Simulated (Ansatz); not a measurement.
Set up this calculation in Ansatz 0.2.0, as the native input.

```
Task                                : band structure
Functional                          : HSE06
Potentials or basis                 : Ansatz PAW
Cutoff                              : 420 eV (not typed: the program's choice for these potentials)
k mesh                              : 4 × 4 × 6
Occupations                         : fermi-dirac, width 0.05 eV
Spin                                : no spin polarisation
Path                                : [["G", "X", "M", "G", "Z", "R", "A", "Z"], ["X", "R"], ["M", "A"]]
Points for each segment of the path : 4
```

The system is TiO2.

```
Ti O
1.0
     4.59984    0.00000    0.00000
     0.00000    4.59984    0.00000
     0.00000    0.00000    2.95921
Ti O
2 4
Direct
  0.00000 0.00000 0.50000
  0.50000 0.50000 0.00000
  0.30432 0.30432 0.50000
  0.19568 0.80432 0.00000
  0.80432 0.19568 0.00000
  0.69568 0.69568 0.50000
```

The cell is a database's computed one.

One way to write it, as run:

input

```
crystal:
  lattice:
    - [4.5998373239, 0.0, 0.0]
    - [0.0, 4.5998373239, 0.0]
    - [0.0, 0.0, 2.95921356]
  atoms:
    - { symbol: Ti, position: [0.0, 0.0, 0.5] }
    - { symbol: Ti, position: [0.5, 0.5, 0.0] }
    - { symbol: O, position: [0.30432132, 0.30432132, 0.5] }
    - { symbol: O, position: [0.19567868, 0.80432132, 0.0] }
    - { symbol: O, position: [0.80432132, 0.19567868, 0.0] }
    - { symbol: O, position: [0.69567868, 0.69567868, 0.5] }
hamiltonian:
  xc: hse06
  pseudopotentials: { kind: paw }
kpoints:
  mp_grid: { grid: [4, 4, 6] }
  band_path:
    path:
      - [[0.0, 0.0, 0.0], [0.0, 0.5, 0.0], [0.5, 0.5, 0.0], [0.0, 0.0, 0.0], [0.0, 0.0, 0.5], [0.0, 0.5, 0.5], [0.5, 0.5, 0.5], [0.0, 0.0, 0.5]]
      - [[0.0, 0.5, 0.0], [0.0, 0.5, 0.5]]
      - [[0.5, 0.5, 0.0], [0.5, 0.5, 0.5]]
    npoints: 4
scf:
  occupations: { method: fermi_dirac, width: 0.05 }
  n_extra_bands: 15
output:
  forces: true
  stress: true
  eigenvalues: true
  fatbands: false
```

It gave:

* Pressure: -3.8 GPa
* Largest force: 0.200 eV/Å
* Band gap on the k mesh: 3.36 eV, direct
* Band gap along the path: 3.36 eV, direct

Caveat: the pressure holds a Pulay correction of +0.5 GPa for the finite cutoff; the PAW data sets come from PBE, with cores solved anew for the run's functional, which leaves a small shift of forces and pressure; the thresholds are loose for stress.

Run time: 110 s on 1 × NVIDIA H100 80GB HBM3 with 2 threads of AMD EPYC 7R13 Processor (Zen 3), with other jobs on the host, peak memory 2.4 GiB.
